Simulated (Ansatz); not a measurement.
## AlCo: experiment and calculation

**The experiment to reproduce.**

From a printed reference work, monograph, for a bulk crystal of AlCo: lattice constant a 2.86 Å.

How close the calculation comes is told below.

Method: Ansatz, DFT PBEsol, scalar-relativistic, plane waves, PAW.

Plane waves to 420 eV, a k mesh through Γ of 14×14×14 on the computed 2-atom cell and Gaussian smearing (0.10 eV); no spin polarisation.

Relaxed structure, symmetry kept:

```cif
data_structure
_symmetry_space_group_name_H-M 'Pm-3m'
_symmetry_Int_Tables_number 221
_cell_length_a 2.8226
_cell_length_b 2.8226
_cell_length_c 2.8226
_cell_angle_alpha 90.000
_cell_angle_beta 90.000
_cell_angle_gamma 90.000
_cell_volume 22.49
loop_
_atom_site_label
_atom_site_type_symbol
_atom_site_symmetry_multiplicity
_atom_site_Wyckoff_symbol
_atom_site_fract_x
_atom_site_fract_y
_atom_site_fract_z
_atom_site_occupancy
Al1 Al 1 a 0.00000 0.00000 0.00000 1
Co1 Co 1 b 0.50000 0.50000 0.50000 1
```

```json
{
 "Space group": "Pm-3m (No. 221)",
 "Volume per atom": "75.9 bohr³",
 "Formation energy from the elements' standard states (uncorrected)": "-0.616 eV/atom",
 "Kohn–Sham band gap": "none (metal)",
 "Density of states at the Fermi level": "0.62 states/eV per cell",
 "Löwdin character within 0.5 eV of the Fermi level": "Co 3d 76 %, Al 3p 17 %",
 "Bulk modulus": "194 GPa",
 "Its pressure derivative": "4.2",
 "Bader charges (e)": "Al (1 in the cell) 1.89, Co (1 in the cell) -1.89"
}
```

A ferromagnetic start lost its moments in a first run, so spin was left out; other magnetic orders weren't tried.

Against the measured lattice constant a of AlCo, 2.86 Å (a printed reference work, monograph), the calculated 2.823 Å is off by -1.3 %. The measured value has few digits, which limits the comparison. The calculation is for 0 K without zero-point motion.